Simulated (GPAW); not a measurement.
# Si2Ni (Fm-3m) in GPAW: equation of state

How stiff is Si2Ni in PBE, and what volume does it want? The cell is scaled to several volumes.

Everything below comes from runs of GPAW 26.7.0. Logs are shortened: lines on timing, memory, paths and dates and some standing lists are left out, and cuts for length are marked. The log counts tension as positive stress, the text compression.

## (1) Starting point

It takes space group Fm-3m (No. 225, cubic). Conventional cell: a = 5.406 Å, b = 5.406 Å, c = 5.406 Å, α = 90.00°, β = 90.00°, γ = 90.00°. Around Ni (site symmetry m-3m) lie 8 Si at 2.34 Å. Si (site symmetry -43m) is surrounded by 4 Ni at 2.34 Å.

## (2) Equation of state, PBE, collinear spin, ferromagnetic start

Contents of run.py:

```python
from ase import Atoms
from ase.eos import EquationOfState
from ase.io import Trajectory
from ase.units import GPa
from gpaw import GPAW, PW

atoms = Atoms(['Ni', 'Si', 'Si'],
              cell=[[0.0, 2.703, 2.703],
                    [2.703, 0.0, 2.703],
                    [2.703, 2.703, 0.0]],
              scaled_positions=[[0.0, 0.0, 0.0],
                                [0.75, 0.75, 0.75],
                                [0.25, 0.25, 0.25]],
              pbc=True)
atoms.set_initial_magnetic_moments([1.0, 0.0, 0.0])

traj = Trajectory('eos.traj', 'w')
volumes, energies = [], []
for x in [0.94, 0.96, 0.98, 1.0, 1.02, 1.04, 1.06]:
    a = atoms.copy()
    a.set_cell(atoms.cell * x**(1 / 3), scale_atoms=True)
    calc = GPAW(mode=PW(600),
                xc='PBE',
                kpts={'size': (9, 9, 9), 'gamma': True},
                occupations={'name': 'fermi-dirac', 'width': 0.05},
                nbands=24,
                convergence={'density': 1e-05, 'energy': 1e-05},
                maxiter=150,
                txt=f'eos-{x:.2f}.txt')
    a.calc = calc
    energies.append(a.get_potential_energy(force_consistent=True))
    volumes.append(a.get_volume())
    p = -a.get_stress()[:3].mean() / GPa
    calc.write(f'eos-{x:.2f}.gpw')
    traj.write(a)
    print(f'{x:.2f} {volumes[-1]:10.4f} A^3 {energies[-1]:14.6f} eV {p:9.3f} GPa', flush=True)

v0, e0, B = EquationOfState(volumes, energies, eos='birchmurnaghan').fit()
print(f'V0 = {v0:.4f} A^3, E0 = {e0:.6f} eV, B0 = {B / GPa:.2f} GPa')
```

Potentials or basis: GPAW PAW data sets (gpaw-data 1.2.1), pw.

Launch:

```bash
> OMP_NUM_THREADS=1 python run.py
```

Log:

```text
__  _  _
 | _ |_)|_||  |
 |__||  | ||/\| - 26.7.0

Input parameters:
  mode=PW(ecut=600.0),
  convergence={'density': 1e-05, 'energy': 1e-05},
  kpts=MonkhorstPack(size=(9, 9, 9), gamma=True),
  maxiter=150,
  nbands=24,
  occupations=Occupations(name='fermi-dirac', width=0.05),
  xc=XC(name='PBE')

Diagonalizing LCAO Hamiltonian
Converting LCAO to pw mode

                    Si

           Si

       Ni

Atoms  # Å, Bohr magnetons
|   | symbol |        x |        y |        z |    initial magnetic moments |
|---|--------|----------|----------|----------|-----------------------------|
| 0 |     Ni | 0.000000 | 0.000000 | 0.000000 | ( 0.0000,  0.0000,  1.0000) |
| 1 |     Si | 3.971732 | 3.971732 | 3.971732 | ( 0.0000,  0.0000,  0.0000) |
| 2 |     Si | 1.323911 | 1.323911 | 1.323911 | ( 0.0000,  0.0000,  0.0000) |

Unit cell  # Å
| periodic |        x |        y |        z |  lengths |    angles |
|----------|----------|----------|----------|----------|-----------|
|      yes | 0.000000 | 2.647821 | 2.647821 | 3.744585 | 60.000000 |
|      yes | 2.647821 | 0.000000 | 2.647821 | 3.744585 | 60.000000 |
|      yes | 2.647821 | 2.647821 | 0.000000 | 3.744585 | 60.000000 |

Number of symmetries: 48
Symmetry operations  # r_c * U_cc + t_c -> r_c
|    | kind |            matrix            |
|----|------|------------------------------|
|  0 |  σ   |  1, 0, 0,  1, 0,-1,  1,-1, 0 |
|  1 |  C2  |  1, 0, 0,  1,-1, 0,  1, 0,-1 |
|  2 |  E   |  1, 0, 0,  0, 1, 0,  0, 0, 1 |
|  3 |  σ   |  1, 0, 0,  0, 0, 1,  0, 1, 0 |
|  4 |  C4  |  1, 0,-1,  1, 0, 0,  1,-1, 0 |
|  5 |  S6  |  1, 0,-1,  1,-1, 0,  1, 0, 0 |
|  6 |  σ   |  1, 0,-1,  0, 1,-1,  0, 0,-1 |
|  7 |  C3  |  1, 0,-1,  0, 0,-1,  0, 1,-1 |
|  8 |  S6  |  1,-1, 0,  1, 0, 0,  1, 0,-1 |
|  9 |  C4  |  1,-1, 0,  1, 0,-1,  1, 0, 0 |
| 10 |  C3  |  1,-1, 0,  0,-1, 1,  0,-1, 0 |
| 11 |  σ   |  1,-1, 0,  0,-1, 0,  0,-1, 1 |
| 12 |  σ   |  0, 1, 0,  1, 0, 0,  0, 0, 1 |
| 13 |  C4  |  0, 1, 0,  0, 1,-1, -1, 1, 0 |
| 14 |  C3  |  0, 1, 0,  0, 0, 1,  1, 0, 0 |
| 15 |  S6  |  0, 1, 0, -1, 1, 0,  0, 1,-1 |
| 16 |  C2  |  0, 1,-1,  1, 0,-1,  0, 0,-1 |
| 17 |  σ   |  0, 1,-1,  0, 1, 0, -1, 1, 0 |
| 18 |  S4  |  0, 1,-1,  0, 0,-1,  1, 0,-1 |
| 19 |  C4  |  0, 1,-1, -1, 1, 0,  0, 1, 0 |
| 20 |  C3  |  0, 0, 1,  1, 0, 0,  0, 1, 0 |
| 21 |  σ   |  0, 0, 1,  0, 1, 0,  1, 0, 0 |
| 22 |  S6  |  0, 0, 1,  0,-1, 1, -1, 0, 1 |
| 23 |  C4  |  0, 0, 1, -1, 0, 1,  0,-1, 1 |
| 24 |  S4  |  0, 0,-1,  1, 0,-1,  0, 1,-1 |
| 25 |  C3  |  0, 0,-1,  0, 1,-1,  1, 0,-1 |
| 26 |  C2  |  0, 0,-1,  0,-1, 0, -1, 0, 0 |
| 27 |  S6  |  0, 0,-1, -1, 0, 0,  0,-1, 0 |
| 28 |  S4  |  0,-1, 1,  1,-1, 0,  0,-1, 0 |
| 29 |  C4  |  0,-1, 1,  0, 0, 1, -1, 0, 1 |
| 30 |  C2  |  0,-1, 1,  0,-1, 0,  1,-1, 0 |
| 31 |  σ   |  0,-1, 1, -1, 0, 1,  0, 0, 1 |
| 32 |  C3  |  0,-1, 0,  1,-1, 0,  0,-1, 1 |
| 33 |  S6  |  0,-1, 0,  0, 0,-1, -1, 0, 0 |
| 34 |  S4  |  0,-1, 0,  0,-1, 1,  1,-1, 0 |
| 35 |  C2  |  0,-1, 0, -1, 0, 0,  0, 0,-1 |
| 36 |  C2  | -1, 1, 0,  0, 1, 0,  0, 1,-1 |
| 37 |  S6  | -1, 1, 0,  0, 1,-1,  0, 1, 0 |
[... 77 lines left out ...]

  Si:
    name:    Silicon
    Z:       14.0
    valence: 4
    core:    10
    charge:  0.0  # [|e|]
    compensation charges:
      type: gauss
      rc: 0.33  # [Å]
      lmax: 2
    cutoffs:
      filter: 1.86  # [Å]
      core: 2.06  # [Å]
    projectors
    | kind |    occ | energy [eV] | rcut [Å] |
    |------|--------|-------------|----------|
    |   3s |  2.000 |     -10.812 |    1.058 |
    |   3p |  2.000 |      -4.081 |    1.058 |
    |    s |        |      16.399 |    1.058 |
    |    p |        |      23.130 |    1.058 |
    |    d |        |       0.000 |    1.058 |

    Using partial waves for Si as LCAO basis

Reference energy: -57140.686948  # eV

eigensolver:
  PPCG
  Converge bands: occupied
  niter=2

density mixing:
  MSR1-Mixer
  Pratt-step length: 0.05
  Maximum mixing coefficient: 0.75
  Old densities: 10
  SVD Regularization: 0.005
  Good broyden scale: 1.0
  Trust region scale: 1.0
  Backstep threshold: 4.0
  History deletion threshold: 6.0
  Fourier metric: weight=20.0, sigma=0.015

occupation numbers:
  Fermi-Dirac:
    width: 0.0500  # eV

poisson solver:
  ecut: 4800.0  # eV

xc functional:
  name: PBE with 2 nearest neighbor stencil

convergence criteria:
- Maximum integral of absolute [dens]ity change: 1e-05 electrons / valence electron
- Maximum [total energy] change in last 3 cyles: 1e-05 eV / valence electron
- Maximum integral of absolute [eigenst]ate change: 4e-08 eV^2 / valence electron
maximum number of iterations: 150

SCF iterations
|iter     | |      energy | eigst |  dens |  magmom |
|---------|-|-------------|-------|-------|---------|
|iter:   1| |  -19.323889 | +0.53 |       |  +1.0015|
|iter:   2| |  -19.105156 | -1.99 | -0.94 |  +0.9601|
|iter:   3| |  -18.909659 | -2.01 | -0.99 |  +0.6957|
|iter:   4| |  -18.939649 | -2.37 | -1.22 |  +0.3191|
|iter:   5| |  -18.956133 | -3.33 | -1.73 |  +0.1668|
|iter:   6| |  -18.962966 | -3.66 | -2.07 |  -0.0082|
|iter:   7| |  -18.963183 | -4.81 | -2.49 |  +0.0006|
|iter:   8| |  -18.963336 | -5.18 | -2.82 |  -0.0020|
|iter:   9| |  -18.963338c| -7.15 | -3.58 |  -0.0006|
|iter:  10| |  -18.963339c| -7.64c| -3.97 |  -0.0002|
|iter:  11| |  -18.963339c| -8.49c| -4.59 |  -0.0000|
|iter:  12| |  -18.963339c| -8.47c| -5.18c|  +0.0000|

Converged in 12 steps
Energy contributions relative to reference atoms: (reference = -57140.686948)

Energy contributions:
  Kinetic:          24.085259
  Coulomb:         -16.738138
  Zero:              0.018449
  External:          0.000000
  Xc:              -26.324232
  Entropy:          -0.009354
  Spinorbit:         0.000000
  ----------------------------
  Free energy:     -18.968016
  Extrapolated:    -18.963339

dipole moment: (-11.007030, -11.007030, -11.007030)  # |e|*Ang

Total magnetic moment: (0.000000, 0.000000, 0.000009)

Local magnetic moments
|        x |        y |         z |
|----------|----------|-----------|
| 0.000000 | 0.000000 | -0.000001 |  # Ni   0
| 0.000000 | 0.000000 |  0.000001 |  # Si   1
| 0.000000 | 0.000000 |  0.000001 |  # Si   2

Fermi level: 10.668
Eigenvalues  # (at kpt = [0.000, 0.000, 0.000])
| band index |      eig [eV] | occ [0-1] |      eig [eV] | occ [0-1] |
|------------|---------------|-----------|---------------|-----------|
|          0 |       -54.760 |     1.000 |       -54.760 |     1.000 |
|          1 |       -54.760 |     1.000 |       -54.760 |     1.000 |
|          2 |       -54.760 |     1.000 |       -54.760 |     1.000 |
|          3 |        -3.908 |     1.000 |        -3.908 |     1.000 |
|          4 |         4.953 |     1.000 |         4.953 |     1.000 |
|          5 |         4.953 |     1.000 |         4.953 |     1.000 |
[... 9 lines left out ...]
|         15 |        12.709 |     0.000 |        12.709 |     0.000 |
|         16 |        15.440 |     0.000 |        15.440 |     0.000 |
|        ... |               |           |               |           |
|         23 |        32.222 |     0.000 |        32.222 |     0.000 |

No gap
No difference between direct/indirect transitions

Stress tensor  # eV/Ang^3
|         x |         y |         z |
|-----------|-----------|-----------|
| -0.102341 |  0.000000 | -0.000000 |
|  0.000000 | -0.102341 | -0.000000 |
| -0.000000 | -0.000000 | -0.102341 |

# Writing to eos-0.94.gpw (mode='')
```

Run time: 8 min. Hardware: 1 thread of Arm Neoverse V1, shared host; peak memory 0.43 GiB.

Results:

| Item | Value |
| --- | --- |
| Equilibrium volume | 13.61 Å³/atom |
| Bulk modulus | 144 GPa |
| Pressure derivative of the bulk modulus | 3.8 |

Energy against volume, from the lowest point:
| volume (Å³/atom) | energy (meV/atom) |
| --- | --- |
| 12.376 | 58.19 |
| 12.639 | 34.67 |
| 12.902 | 17.66 |
| 13.166 | 6.57 |
| 13.429 | 0.84 |
| 13.692 | 0.00 |
| 13.956 | 3.62 |

PBE usually gives volumes a little too large and moduli too small. Zero-point motion and thermal expansion aren't in these numbers.
